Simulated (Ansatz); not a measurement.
The cell is CdI2 (P-3m1) from a database structure; cell and atoms were relaxed with r2SCAN+rVV10. It is trigonal, P-3m1 (No. 164); a = 4.247 Å, c = 20.692 Å in the conventional setting, 35.91 Å³ an atom. Cd has 6 I at 2.99 Å; I has 3 Cd at 2.99 Å.

```yaml
crystal:
  lattice:
    - [4.24682, 0.00000, 0.00000]
    - [-2.12341, 3.67785, 0.00000]
    - [0.00000, 0.00000, 20.69239]
  atoms:
    - { symbol: Cd, position: [0.66667, 0.33333, 0.33317] }
    - { symbol: Cd, position: [0.33333, 0.66667, 0.66683] }
    - { symbol: Cd, position: [0.00000, 0.00000, 0.00000] }
    - { symbol: I, position: [0.33333, 0.66667, 0.08310] }
    - { symbol: I, position: [0.33333, 0.66667, 0.41625] }
    - { symbol: I, position: [0.66667, 0.33333, 0.91690] }
    - { symbol: I, position: [0.66667, 0.33333, 0.58375] }
    - { symbol: I, position: [0.00000, 0.00000, 0.25006] }
    - { symbol: I, position: [0.00000, 0.00000, 0.74994] }
```

4 runs of Ansatz on this cell differ in the functional (and in the settings that go with it). Levels are in eV from each run's valence top; v1 is the last filled band, c1 the first empty one.

Run A, mean stress +0.7 GPa (compression positive):
```
point     v5     v3     v1    c1    c2    c3
    Γ  -0.18  -0.06  -0.05  4.13  5.05  5.06
    M  -0.66  -0.41  -0.17  3.83  4.13  4.25
    K  -0.99  -0.63  -0.53  4.76  4.76  4.80
    A  -0.13  -0.12  -0.03  4.45  4.46  5.34
    L  -0.50  -0.37  -0.24  3.88  3.98  4.35
    H  -0.95  -0.70  -0.55  4.77  4.77  4.81
```

Run B, mean stress +0.8 GPa (compression positive):
```
point     v5     v3     v1    c1    c2    c3
    Γ  -0.16  -0.05  -0.05  3.07  3.90  3.90
    M  -0.59  -0.37  -0.15  2.64  2.92  3.04
    K  -0.90  -0.57  -0.47  3.49  3.49  3.53
    A  -0.11  -0.11  -0.02  3.36  3.37  4.15
    L  -0.46  -0.32  -0.22  2.69  2.78  3.12
    H  -0.86  -0.63  -0.50  3.50  3.50  3.54
```

Run C, mean stress +0.9 GPa (compression positive):
```
point     v5     v3     v1    c1    c2    c3
    Γ  -0.17  -0.05  -0.05  3.71  4.62  4.63
    M  -0.65  -0.40  -0.16  3.42  3.72  3.84
    K  -0.97  -0.62  -0.51  4.34  4.34  4.38
    A  -0.12  -0.12  -0.03  4.03  4.04  4.91
    L  -0.49  -0.36  -0.24  3.47  3.57  3.94
    H  -0.93  -0.68  -0.54  4.35  4.35  4.39
```

Run D, mean stress +0.4 GPa (compression positive):
```
point     v5     v3     v1    c1    c2    c3
    Γ  -0.18  -0.06  -0.06  4.51  5.41  5.42
    M  -0.66  -0.41  -0.17  4.10  4.41  4.54
    K  -0.99  -0.64  -0.53  5.05  5.05  5.10
    A  -0.13  -0.12  -0.03  4.82  4.83  5.70
    L  -0.51  -0.37  -0.24  4.16  4.26  4.64
    H  -0.96  -0.70  -0.55  5.06  5.06  5.11
```

Question: Match the runs to r2SCAN, DDH-PBE0, PBE0, r2SCAN0.

Answer: A is PBE0, B is r2SCAN, C is DDH-PBE0, D is r2SCAN0. In order of the gap: r2SCAN 2.64, DDH-PBE0 3.42, PBE0 3.83, r2SCAN0 4.10 eV.

Calculated for a static, non-magnetic cell.

No spin-orbit coupling is included; it can move band edges with weight on the heavy atoms by tenths of an eV.

The stress of a hybrid is loosely converged in these runs.

The meshes of the hybrids are coarse, so their gaps aren't converged to the digits shown.
